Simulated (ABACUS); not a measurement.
Rh:

```
CELL_PARAMETERS angstrom
0.00000 1.89785 1.89785
1.89785 0.00000 1.89785
1.89785 1.89785 0.00000
ATOMIC_POSITIONS crystal
Rh 0.00000 0.00000 0.00000
```

Base run:

```yaml
Program: ABACUS 3.10.1
Functional: PBEsol
Potentials_or_basis: PseudoDojo NC SR 0.5 PBE stringent
Cutoff: 1211 eV
Density_cutoff: 4844 eV
Basis: plane waves
k_mesh: 10 × 10 × 10
Occupations: fermi-dirac, width 0.05 eV
Spin: no spin polarisation
```

Its results: band gap on the k mesh none (metal or under the smearing width); pressure -3.0 GPa.

**Question.** The run is repeated on the same cell with these changes: functional from PBEsol to LDA; potentials or basis from PseudoDojo NC SR 0.5 PBE stringent to PseudoDojo NC SR 0.4.1 LDA standard. What comes out?

**Answer.** Band gap on the k mesh none (metal or under the smearing width); pressure -9.1 GPa.

Caveats: the potentials were made for another functional, which shifts forces and pressure (some runs).
